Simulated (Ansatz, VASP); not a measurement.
Two plane-wave programs on Ni

```xyz
1
Lattice="0.0000 1.7572 1.7572 1.7572 0.0000 1.7572 1.7572 1.7572 0.0000" Properties=species:S:1:pos:R:3 pbc="T T T"
Ni    0.0000    0.0000    0.0000
```

Alike in both runs: task single point; functional PBE; k mesh 15 × 15 × 15; occupations methfessel-paxton of order 1, width 0.03 eV; no spin polarisation.

```csv
,VASP,Ansatz
version,VASP 6.6.1,Ansatz 0.2.0
potentials or method,"VASP PAW PBE potentials, release 64 (Ni)","plane waves (420 eV) with PAW, scalar-relativistic"
plane-wave cutoff (eV),520,420
valence electrons in the cell,10,18
```

|  | VASP | Ansatz | Ansatz less VASP |
| --- | --- | --- | --- |
| pressure (GPa) | -0.8 | -0.8 | 0.00 |

The functional is the same, so the differences come from potentials, cutoffs and numerics. The two sets of potentials don't hold the same shells in valence.

Caveats: the run has no spin polarisation, though such a crystal can be magnetic. Spin polarisation is off, so any magnetic state and its effect on volume and gap are missing.
